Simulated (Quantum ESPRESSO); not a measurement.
GaSb:

```
Sb Ga
1.0
    -2.75343    2.75343    1.59071
     2.75343   -2.75343    1.59071
     2.75343    2.75343   -1.59071
Sb Ga
1 1
Direct
  0.00000 0.00000 0.00000
  0.75000 0.25000 0.50000
```

Measurements of this composition are mostly on another form, of space group No. 216.

```yaml
Program: Quantum ESPRESSO 7.5
Task: phonons
Functional: PBE
Potentials_or_basis: Ansatz NC SR PBE
Cutoff: 1088 eV
Density_cutoff: 4354 eV
k_mesh: 8 × 8 × 8
Occupations: gaussian, width 0.2 eV
Spin: no spin polarisation
Mixing_beta: 0.5
Most_SCF_iterations: 120
SCF_threshold: 4e-10 Ry
```

The cell and the atoms were relaxed first, to 24.23 Å³/atom (a = 4.206 Å, b = 4.206 Å, c = 4.206 Å, α = 98.34°, β = 98.34°, γ = 135.24°), and the response was taken there.

Task: Which optical modes does the crystal have at the zone centre, and which show in infrared and Raman spectra?

Result: The optical modes are B2 + E. Infrared active: B2 + E. Raman active: B2 + E.

Optical modes at Γ, degenerate ones joined:
```csv
cm⁻¹,components,symmetry,active in
59,1,B2,IR and Raman
138,2,E,IR and Raman
```
